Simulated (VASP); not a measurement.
# GaS (P6_3/mmc) in VASP: settings compared, part 3 of 3

VASP 6.6.1.

### 6 Relaxation of cell and atoms, PBE

File INCAR:

```
SYSTEM = GaS
PREC = Accurate
ENCUT = 300
EDIFF = 1E-6
ISMEAR = 0
SIGMA = 0.03
LREAL = .False.
LASPH = .True.
NELM = 80
ALGO = Normal
ISIF = 3
LWAVE = .False.
LCHARG = .False.
GGA = PE
IBRION = 2
NSW = 90
EDIFFG = -0.01
KPAR = 2
```

File KPOINTS:

```
regular mesh
0
Gamma
  5 5 1
  0 0 0
```

File POSCAR:

```
GaS
1.0
    3.5850000000      0.0000000000      0.0000000000
   -1.7925000000      3.1047010726      0.0000000000
    0.0000000000      0.0000000000     15.5000000000
Ga S
4 4
Direct
    0.3333333333      0.6666666667      0.1700000000
    0.6666666667      0.3333333333      0.6700000000
    0.3333333333      0.6666666667      0.3300000000
    0.6666666667      0.3333333333      0.8300000000
    0.3333333333      0.6666666667      0.6000000000
    0.6666666667      0.3333333333      0.1000000000
    0.3333333333      0.6666666667      0.9000000000
    0.6666666667      0.3333333333      0.4000000000
```

Potentials or basis: VASP PAW PBE potentials, release 64 (Ga, S).

Launch:

```bash
$ cat potpaw_PBE.64/Ga/POTCAR potpaw_PBE.64/S/POTCAR > POTCAR
$ mpirun -np 2 vasp_std > vasp.out
```

OUTCAR:

```text
SYSTEM = GaS
   PREC = Accurate
   ENCUT = 300
   EDIFF = 1E-6
   ISMEAR = 0
   LREAL = .False.
   LASPH = .True.
   NELM = 80
   ISIF = 3
   GGA = PE
   IBRION = 2
   NSW = 90
   EDIFFG = -0.01

 ion  position               nearest neighbor table
   1  0.333  0.667  0.170-   6 2.34   6 2.34   6 2.34   3 2.48
   2  0.667  0.333  0.670-   5 2.34   5 2.34   5 2.34   4 2.48
   3  0.333  0.667  0.330-   8 2.34   8 2.34   8 2.34   1 2.48
   4  0.667  0.333  0.830-   7 2.34   7 2.34   7 2.34   2 2.48
   5  0.333  0.667  0.600-   2 2.34   2 2.34   2 2.34
   6  0.667  0.333  0.100-   1 2.34   1 2.34   1 2.34
   7  0.333  0.667  0.900-   4 2.34   4 2.34   4 2.34
   8  0.667  0.333  0.400-   3 2.34   3 2.34   3 2.34

  LATTYP: Found a hexagonal cell.
 ALAT       =     3.5850000000
 C/A-ratio  =     4.3235704324

  Lattice vectors:

 A1 = (   3.5850000000,   0.0000000000,   0.0000000000)
 A2 = (  -1.7925000000,   3.1047010726,   0.0000000000)
 A3 = (   0.0000000000,   0.0000000000,  15.5000000000)

Analysis of symmetry for initial positions (statically):
=====================================================================
 Subroutine PRICEL returns:
 Original cell was already a primitive cell.

 Routine SETGRP: Setting up the symmetry group for a
 hexagonal supercell.

 Subroutine GETGRP returns: Found 24 space group operations
 (whereof 12 operations were pure point group operations)
 out of a pool of 24 trial point group operations.

The static configuration has the point symmetry D_3d.
 The point group associated with its full space group is D_6h.

Analysis of symmetry for dynamics (positions and initial velocities):
=====================================================================
 Subroutine PRICEL returns:
 Original cell was already a primitive cell.

 Routine SETGRP: Setting up the symmetry group for a
 hexagonal supercell.

 Subroutine GETGRP returns: Found 24 space group operations
 (whereof 12 operations were pure point group operations)
[... 118 lines left out ...]
  Thomas-Fermi vector in A             =   2.101204
   LORBIT       =      0    0 simple, 1 ext, 2 COOP (PROOUT), +10 PAW based schemes
   GGA     = PE    functional components
   LHFCALC =     F    Hartree Fock is set to
   AEXX    =    0.0000 exact exchange contribution
   IVDW    =     0    specifies the selected vdW correction
   LEPSILON=     F    determine dielectric tensor
   LRPA    =     F    only Hartree local field effects (RPA)
 conjugate gradient relaxation of ions
 non-spin polarized calculation
 Gauss-broadening in eV      SIGMA  =   0.03
  energy-cutoff  :      300.00
  volume of cell :      172.52
 maximum number of plane-waves:      2053
   NGX = 11   NGY = 11   NGZ = 43

--------------------------------------- Ionic step        1  -------------------------------------------

 number of electron      35.9999976 magnetization

 Free energy of the ion-electron system (eV)
  ---------------------------------------------------
  ext. energy  EPLUGINS =         0.00000000
  ---------------------------------------------------
  free energy    TOTEN  =       -33.16469904 eV

  energy without entropy =      -33.16469904  energy(sigma->0) =      -33.16469904

------------------------ aborting loop because EDIFF is reached ----------------------------------------

  FORCE on cell =-STRESS in cart. coord.  units (eV):
  Direction    XX          YY          ZZ          XY          YZ          ZX
  --------------------------------------------------------------------------------------
  -------------------------------------------------------------------------------------
  Total        3.7014915      3.7014915      2.2733987      0.0000000      0.0000000      0.0000000
  in kB       34.3753150     34.3753150     21.1127861      0.0000000      0.0000000      0.0000000
  external PRESSURE =      29.9544720 kB  Pullay stress =       0.0000000 kB
[... 107 lines left out ...]
  FREE ENERGIE OF THE ION-ELECTRON SYSTEM (eV)
  ---------------------------------------------------
  free  energy   TOTEN  =       -33.2281985988 eV

  energy  without entropy=      -33.2281985988  energy(sigma->0) =      -33.22819860

[... ionic steps 4 to 13 ...]

--------------------------------------- Ionic step       14  -------------------------------------------

 number of electron      36.0000009 magnetization

------------------------ aborting loop because EDIFF is reached ----------------------------------------
[... 79 lines left out ...]
--------------------------------------- Ionic step       16  -------------------------------------------

 number of electron      36.0000014 magnetization

 Free energy of the ion-electron system (eV)
  ---------------------------------------------------
  ext. energy  EPLUGINS =         0.00000000
  ---------------------------------------------------
  free energy    TOTEN  =       -33.29312762 eV

  energy without entropy =      -33.29312762  energy(sigma->0) =      -33.29312762

 E-fermi :   1.8694     XC(G=0):  -8.5538

 val. band max:        1.6799176596   @ k =   0.0000   0.0000   0.0000
 cond. band min:       3.4498407789   @ k =   0.0000   0.0000   0.0000
 fundamental gap:      1.7699231193
 Fermi energy:         1.8694000015

 k-point     1 :       0.0000    0.0000    0.0000
  band No.  band energies     occupation
      1     -11.9716      2.00000
      2     -11.9030      2.00000
      3     -11.7955      2.00000
      4     -11.7184      2.00000
      5      -4.7140      2.00000
      6      -4.5144      2.00000
[... 154 lines left out ...]
  FREE ENERGIE OF THE ION-ELECTRON SYSTEM (eV)
  ---------------------------------------------------
  free  energy   TOTEN  =       -33.2931276177 eV

  energy  without entropy=      -33.2931276177  energy(sigma->0) =      -33.29312762

 reached required accuracy - stopping structural energy minimisation
```

OSZICAR:

```text
N       E                     dE             d eps       ncg     rms          rms(c)
DAV:   1     0.140697675576E+03    0.14070E+03   -0.10911E+04   230   0.848E+02
DAV:   2    -0.227093181125E+02   -0.16341E+03   -0.15649E+03   325   0.179E+02
DAV:   3    -0.340097451546E+02   -0.11300E+02   -0.11256E+02   293   0.538E+01
[... 157 lines left out ...]
DAV:   1    -0.332931410814E+02   -0.43437E-04   -0.12032E-02   230   0.492E-01    0.856E-02
DAV:   2    -0.332931431068E+02   -0.20254E-05   -0.71406E-04   272   0.137E-01    0.382E-02
DAV:   3    -0.332931331645E+02    0.99424E-05   -0.24943E-05   266   0.275E-02    0.284E-02
DAV:   4    -0.332931273093E+02    0.58552E-05   -0.18798E-05   237   0.203E-02    0.138E-02
DAV:   5    -0.332931276177E+02   -0.30841E-06   -0.39854E-06   236   0.965E-03
  16 F= -.33293128E+02 E0= -.33293128E+02  d E =-.327277E-03
```

It took 1.7 min on 2 MPI ranks of AMD EPYC 7R13 (Zen 3), shared host; peak memory 0.16 GiB.

Results:

| Item | Value |
| --- | --- |
| Free energy | -33.2931 eV |
| Relaxed volume | 23.77 Å³/atom |
| Relaxed cell | a = 3.641 Å, b = 3.641 Å, c = 16.562 Å, α = 90.00°, β = 90.00°, γ = 120.00° |
| Space group after relaxing (to 0.05 Å) | P6_3/mmc (No. 194) |
| Energy gained by relaxing | 16.1 meV/atom |
| Ionic steps | 16 |
| Pressure after relaxing | 0.0 GPa |
| Largest force after relaxing | 0.004 eV/Å |
| Band gap on the k mesh | 1.77 eV, direct |

Forces on the atoms (eV/Å):
```
Ga   0.000  0.000  0.004
Ga   0.000  0.000  0.004
Ga   0.000  0.000 -0.004
Ga   0.000  0.000 -0.004
S    0.000  0.000  0.000
S    0.000  0.000  0.000
S    0.000  0.000  0.000
S    0.000  0.000  0.000
```

Step by step:
| step | energy change (eV) | largest force (eV/Å) | pressure (GPa) | volume (Å³) |
| --- | --- | --- | --- | --- |
| 1 | 0.0000 | 0.3754 | 3.00 | 172.52 |
| 2 | -0.0295 | 0.5161 | -1.63 | 182.78 |
| 3 | -0.0635 | 0.2364 | 0.19 | 178.30 |
| 4 | -0.0727 | 0.1799 | 0.06 | 179.42 |
| 5 | -0.0803 | 0.2151 | -0.18 | 181.65 |
| 6 | -0.0880 | 0.1634 | -0.09 | 181.97 |
| 7 | -0.0998 | 0.0055 | 0.19 | 182.93 |
| 8 | -0.1085 | 0.0087 | 0.13 | 183.82 |
| 9 | -0.1227 | 0.0546 | -0.04 | 186.45 |
| 10 | -0.1237 | 0.0718 | -0.09 | 187.33 |
| 11 | -0.1261 | 0.0331 | 0.12 | 187.72 |
| 12 | -0.1267 | 0.0047 | 0.28 | 188.02 |
| 13 | -0.1281 | 0.0538 | -0.03 | 189.86 |
| 14 | -0.1281 | 0.0496 | -0.01 | 189.70 |
| 15 | -0.1284 | 0.0190 | -0.02 | 190.31 |
| 16 | -0.1284 | 0.0039 | -0.02 | 190.17 |

Final structure:
```yaml
crystal:
  lattice:
    - [3.64131, 0.00000, 0.00000]
    - [-1.82065, 3.15346, 0.00000]
    - [0.00000, 0.00000, 16.56161]
  atoms:
    - { symbol: Ga, position: [0.33333, 0.66667, 0.17544] }
    - { symbol: Ga, position: [0.66667, 0.33333, 0.67544] }
    - { symbol: Ga, position: [0.33333, 0.66667, 0.32456] }
    - { symbol: Ga, position: [0.66667, 0.33333, 0.82456] }
    - { symbol: S, position: [0.33333, 0.66667, 0.60972] }
    - { symbol: S, position: [0.66667, 0.33333, 0.10972] }
    - { symbol: S, position: [0.33333, 0.66667, 0.89028] }
    - { symbol: S, position: [0.66667, 0.33333, 0.39028] }
```

Levels at points of the mesh, in eV from the valence-band top:
| k point | band 16 | band 17 | band 18 | band 19 | band 20 | band 21 |
| --- | --- | --- | --- | --- | --- | --- |
| (0.00, 0.00, 0.00) | -1.20 | -0.90 | 0.00 | 1.77 | 2.28 | 3.04 |

Caveat: the cutoff is under 1.25 times the usual one of these potentials, so pressure, stress and relaxed cells hold a basis-set (Pulay) error; an odd mesh through Γ misses points on the zone boundary, where band edges often lie; this functional lacks dispersion, which binds the layers, so the pressure and a relaxed spacing across them are unreliable; the volume moved by +10 % from the deposited cell, more than functionals usually miss. PBE usually gives volumes a little too large and moduli too small.

### 7 Summary

| level | potentials or basis | k mesh | cutoff (eV) | gap on the mesh (eV) | pressure (GPa) | relaxed volume (Å³/atom) |
| --- | --- | --- | --- | --- | --- | --- |
| PBE+D3(BJ) | VASP PAW PBE potentials, release 64 (Ga_d, S) | 9 × 9 × 2 | 600 | 1.57 | 0.0 | 21.50 |
| LDA | VASP PAW LDA potentials, release 64 (Ga_d, S) | 9 × 9 × 2 | 600 | 1.40 | 0.0 | 20.65 |
| PBE | VASP PAW PBE potentials, release 64 (Ga, S) | 5 × 5 × 1 | 300 | 1.77 | 0.0 | 23.77 |

Alike in all rows: task relaxation of cell and atoms; no spin polarisation; cell relaxed; smearing gaussian 0.03 eV.

Caveats: an odd mesh through Γ misses points on the zone boundary, where band edges often lie; the cutoff is under 1.25 times the usual one of these potentials, so pressure, stress and relaxed cells hold a basis-set (Pulay) error (some runs); this functional lacks dispersion, which binds the layers, so the pressure and a relaxed spacing across them are unreliable (some runs); the volume moved by +10 % from the deposited cell, more than functionals usually miss (some runs).

Total energies depend on the potentials used, so only differences within one code and one set of settings carry meaning.
